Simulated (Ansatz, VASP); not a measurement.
## One calculation of PbS (Galena), two programs

```
Pb S
1.0
     4.19420    0.00000    0.00000
     2.09710    3.63229    0.00000
     2.09710    1.21076    3.42455
Pb S
1 1
Direct
  0.00000 0.00000 0.00000
  0.50000 0.50000 0.50000
```

Alike in both runs: task single point; functional RPBE; k mesh 6 × 6 × 6; no spin polarisation.

```csv
,VASP,Ansatz
version,VASP 6.6.1,Ansatz 0.2.0
potentials or method,"VASP PAW PBE potentials, release 64 (Pb_d, S)","plane waves, PAW"
plane-wave cutoff (eV),520,420
occupations,"gaussian, width 0.01 eV",fixed
valence electrons in the cell,20,20
```

|  | VASP | Ansatz | Ansatz less VASP |
| --- | --- | --- | --- |
| pressure (GPa) | 4.1 | 4.2 | +0.09 |

Ansatz warned: «stress_scf_threshold_loose».

Caveats: the PAW data sets were made with another functional, which shifts forces and pressure a little (VASP).
